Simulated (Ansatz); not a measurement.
# TePb (Fm-3m) in Ansatz: settings compared, part 2 of 2

Ansatz 0.2.0. Earlier steps stand in the parts before.

### 3 Single point, PBE, collinear spin, ferromagnetic start, 31.71 Å³/atom (volume scaled by 0.94)

Contents of input.yaml:

```yaml
crystal:
  lattice:
    - [0.0, 3.1650427173, 3.1650427173]
    - [3.1650427173, 0.0, 3.1650427173]
    - [3.1650427173, 3.1650427173, 0.0]
  atoms:
    - { symbol: Pb, position: [0.0, 0.0, 0.0], spin: 1.0 }
    - { symbol: Te, position: [0.5, 0.5, 0.5] }
kpoints:
  mp_grid: { grid: [7, 7, 7] }
scf:
  occupations: { method: gaussian, width: 0.025 }
hamiltonian:
  xc: pbe
  pseudopotentials:
    kind: all_electron
    lapw: { basis_error: 0.002 }
    relativity: none
magnetization:
  spin_polarized: true
  initial_magnetization: 1.0
  spin_locking: { lock_magnetization: hard }
output:
  forces: true
  stress: true
  eigenvalues: true
```

Potentials or basis: all-electron LAPW, non-relativistic.

Run with:

```bash
$ ansatz run input.yaml --threads 1 --pin off --max-ram 2560MiB --backend cpu --events-out ev --progress --plain --runs-dir out
```

It took 7.6 s on 1 thread of Intel Xeon 6975P-C (Granite Rapids), shared host; peak memory 0.38 GiB.

It converged, with:

| Item | Value |
| --- | --- |
| Free energy | -711352.6080 eV |
| Pressure | 6.2 GPa |
| Absolute moment | 1.00 μB per cell |
| Site moments | Pb +0.43; Te +0.29 μB |

Caveat: this odd mesh misses L, where the gap lies, so gap, dielectric constants and Born charges aren't listed; relativity is left out, which matters for the heavier elements; the total moment is fixed, so each spin has its own Fermi level.

### 4 Single point, PBE, collinear spin, ferromagnetic start, 32.38 Å³/atom (volume scaled by 0.96)

Edit input.yaml of step 3 so:

```diff
@@ -2,5 +2,5 @@
   lattice:
-    - [0.0, 3.1650427173, 3.1650427173]
-    - [3.1650427173, 0.0, 3.1650427173]
-    - [3.1650427173, 3.1650427173, 0.0]
+    - [0.0, 3.1873324849, 3.1873324849]
+    - [3.1873324849, 0.0, 3.1873324849]
+    - [3.1873324849, 3.1873324849, 0.0]
   atoms:
```

Run with:

```bash
$ ansatz run input.yaml --threads 1 --pin off --max-ram 2560MiB --backend cpu --events-out ev --progress --plain --runs-dir out
```

Run time: 9.4 s. Hardware: 1 thread of Intel Xeon 6975P-C (Granite Rapids), shared host; peak memory 0.38 GiB.

The run converged. Its results:

```
Free energy     : -711352.6547 eV
Pressure        : 4.9 GPa
Absolute moment : 1.00 μB per cell
Site moments    : Pb +0.43; Te +0.29 μB
```

Caveat: this odd mesh misses L, where the gap lies, so gap, dielectric constants and Born charges aren't listed; relativity is left out, which matters for the heavier elements; the total moment is fixed, so each spin has its own Fermi level.

### 5 Single point, PBE, collinear spin, ferromagnetic start, 33.05 Å³/atom (volume scaled by 0.98)

Edit input.yaml of step 4 so:

```diff
@@ -2,5 +2,5 @@
   lattice:
-    - [0.0, 3.1873324849, 3.1873324849]
-    - [3.1873324849, 0.0, 3.1873324849]
-    - [3.1873324849, 3.1873324849, 0.0]
+    - [0.0, 3.2093147829, 3.2093147829]
+    - [3.2093147829, 0.0, 3.2093147829]
+    - [3.2093147829, 3.2093147829, 0.0]
   atoms:
```

Run with:

```bash
$ ansatz run input.yaml --threads 1 --pin off --max-ram 2560MiB --backend cpu --events-out ev --progress --plain --runs-dir out
```

Wall time 9.2 s (1 thread of Intel Xeon 6975P-C (Granite Rapids), shared host); peak memory 0.38 GiB.

Results (log left out):

```
Free energy     : -711352.6911 eV
Pressure        : 3.8 GPa
Absolute moment : 1.00 μB per cell
Site moments    : Pb +0.43; Te +0.30 μB
```

Caveat: this odd mesh misses L, where the gap lies, so gap, dielectric constants and Born charges aren't listed; relativity is left out, which matters for the heavier elements; the total moment is fixed, so each spin has its own Fermi level.

### 6 Single point, PBE, collinear spin, ferromagnetic start, 33.73 Å³/atom

Edit input.yaml of step 5 so:

```diff
@@ -2,5 +2,5 @@
   lattice:
-    - [0.0, 3.2093147829, 3.2093147829]
-    - [3.2093147829, 0.0, 3.2093147829]
-    - [3.2093147829, 3.2093147829, 0.0]
+    - [0.0, 3.231, 3.231]
+    - [3.231, 0.0, 3.231]
+    - [3.231, 3.231, 0.0]
   atoms:
```

Potentials or basis: all-electron LAPW, non-relativistic.

Run with:

```bash
$ ansatz run input.yaml --threads 1 --pin off --max-ram 2560MiB --backend cpu --events-out ev --progress --plain --runs-dir out
```

Run time: 9.8 s. Hardware: 1 thread of Intel Xeon 6975P-C (Granite Rapids), shared host; peak memory 0.38 GiB.

The run converged. Its results:

```yaml
Free_energy: -711352.7181 eV
Pressure: 2.7 GPa
Absolute_moment: 1.00 μB per cell
Site_moments: Pb +0.43; Te +0.30 μB
```

Caveat: this odd mesh misses L, where the gap lies, so gap, dielectric constants and Born charges aren't listed; relativity is left out, which matters for the heavier elements; the total moment is fixed, so each spin has its own Fermi level.

### 7 Single point, PBE, collinear spin, ferromagnetic start, 34.40 Å³/atom (volume scaled by 1.02)

Edit input.yaml of step 6 so:

```diff
@@ -2,5 +2,5 @@
   lattice:
-    - [0.0, 3.231, 3.231]
-    - [3.231, 0.0, 3.231]
-    - [3.231, 3.231, 0.0]
+    - [0.0, 3.2523979746, 3.2523979746]
+    - [3.2523979746, 0.0, 3.2523979746]
+    - [3.2523979746, 3.2523979746, 0.0]
   atoms:
```

Run with:

```bash
$ ansatz run input.yaml --threads 1 --pin off --max-ram 2560MiB --backend cpu --events-out ev --progress --plain --runs-dir out
```

Wall time 10 s (1 thread of Intel Xeon 6975P-C (Granite Rapids), shared host); peak memory 0.38 GiB.

The run converged. Its results:

| Property | Result |
| --- | --- |
| Free energy | -711352.7365 eV |
| Pressure | 1.7 GPa |
| Absolute moment | 1.00 μB per cell |
| Site moments | Pb +0.43; Te +0.30 μB |

Caveat: this odd mesh misses L, where the gap lies, so gap, dielectric constants and Born charges aren't listed; relativity is left out, which matters for the heavier elements; the total moment is fixed, so each spin has its own Fermi level.

### 8 Single point, PBE, collinear spin, ferromagnetic start, 35.08 Å³/atom (volume scaled by 1.04)

Edit input.yaml of step 7 so:

```diff
@@ -2,5 +2,5 @@
   lattice:
-    - [0.0, 3.2523979746, 3.2523979746]
-    - [3.2523979746, 0.0, 3.2523979746]
-    - [3.2523979746, 3.2523979746, 0.0]
+    - [0.0, 3.2735180337, 3.2735180337]
+    - [3.2735180337, 0.0, 3.2735180337]
+    - [3.2735180337, 3.2735180337, 0.0]
   atoms:
```

Run with:

```bash
$ ansatz run input.yaml --threads 1 --pin off --max-ram 2560MiB --backend cpu --events-out ev --progress --plain --runs-dir out
```

Wall time 8.4 s (1 thread of Intel Xeon 6975P-C (Granite Rapids), shared host); peak memory 0.38 GiB.

It converged, with:

| Property | Result |
| --- | --- |
| Free energy | -711352.7474 eV |
| Pressure | 0.9 GPa |
| Absolute moment | 1.00 μB per cell |
| Site moments | Pb +0.43; Te +0.31 μB |

Caveat: this odd mesh misses L, where the gap lies, so gap, dielectric constants and Born charges aren't listed; relativity is left out, which matters for the heavier elements; the total moment is fixed, so each spin has its own Fermi level.

### 9 Single point, PBE, collinear spin, ferromagnetic start, 35.75 Å³/atom (volume scaled by 1.06)

Edit input.yaml of step 8 so:

```diff
@@ -2,5 +2,5 @@
   lattice:
-    - [0.0, 3.2735180337, 3.2735180337]
-    - [3.2735180337, 0.0, 3.2735180337]
-    - [3.2735180337, 3.2735180337, 0.0]
+    - [0.0, 3.2943690292, 3.2943690292]
+    - [3.2943690292, 0.0, 3.2943690292]
+    - [3.2943690292, 3.2943690292, 0.0]
   atoms:
```

Potentials or basis: all-electron LAPW, non-relativistic.

Run with:

```bash
$ ansatz run input.yaml --threads 1 --pin off --max-ram 2560MiB --backend cpu --events-out ev --progress --plain --runs-dir out
```

Wall time 8.4 s (1 thread of Intel Xeon 6975P-C (Granite Rapids), shared host); peak memory 0.37 GiB.

It converged, with:

```yaml
Free_energy: -711352.7514 eV
Pressure: 0.1 GPa
Absolute_moment: 1.00 μB per cell
Site_moments: Pb +0.44; Te +0.31 μB
```

Caveat: this odd mesh misses L, where the gap lies, so gap, dielectric constants and Born charges aren't listed; relativity is left out, which matters for the heavier elements; the total moment is fixed, so each spin has its own Fermi level.

### 10 Equation of state, PBE, collinear spin, ferromagnetic start

No new run: the results of the series are fitted here.

Results:

```yaml
Equilibrium_volume: "35.84 Å³/atom (rough: see the caveat)"
Bulk_modulus: 39 GPa (rough)
```

Energy against volume, from the lowest point:
```csv
volume (Å³/atom),energy (meV/atom)
31.706,71.70
32.380,48.32
33.055,30.11
33.730,16.62
34.404,7.41
35.079,2.00
35.753,0.00
```

Caveat: this odd mesh misses L, where the gap lies, so gap, dielectric constants and Born charges aren't listed; the minimum lies outside the volumes run; relativity is left out, which matters for the heavier elements; the total moment is fixed, so each spin has its own Fermi level. Spin-orbit coupling is left out, which matters for the levels of Pb, Te.

### 11 The reference run

An earlier run on the cell as given: functional PBE; potentials or basis all-electron LAPW, scalar-relativistic; cutoff 179 eV (chosen from the basis error); basis error allowed 0.001 eV/atom; k mesh 7 × 7 × 7; occupations fermi-dirac, width 0.05 eV; no spin polarisation.

* Pressure: 2.1 GPa
* Loewdin charges: Pb +0.19; Te -0.15 e

### 12 Summary

| task | level | potentials or basis | spin | fixed moment (μB) | k mesh | cutoff (eV) | smearing | basis error allowed | pressure (GPa) |
| --- | --- | --- | --- | --- | --- | --- | --- | --- | --- |
| elastic constants | PBE-LDA | all-electron PAW datasets made for the crystal | collinear, ferromagnetic start | - | 5 × 5 × 5 | 260 | fermi-dirac 0.05 eV | - | 7.2 |
| equation of state | PBE | all-electron LAPW, non-relativistic | collinear, ferromagnetic start | 1.0 | 7 × 7 × 7 | - | gaussian 0.025 eV | 0.002 eV/atom | - |
| single point | PBE | all-electron LAPW, scalar-relativistic | off | - | 7 × 7 × 7 | 179 | fermi-dirac 0.05 eV | 0.001 eV/atom | 2.1 |

Alike in all rows: cell as given.

Caveats: a metal's response needs a denser mesh (some runs); the cell is more than 3 GPa from zero pressure, which shifts response properties (some runs); the program listed the state as in doubt (some runs); the datasets are made anew for each crystal, so energies of different cells compare to about 1 meV per atom (some runs); the minimum lies outside the volumes run (some runs); relativity is left out, which matters for the heavier elements (some runs); the total moment is fixed, so each spin has its own Fermi level (some runs).

Compare energies only between runs with the same functional and basis.
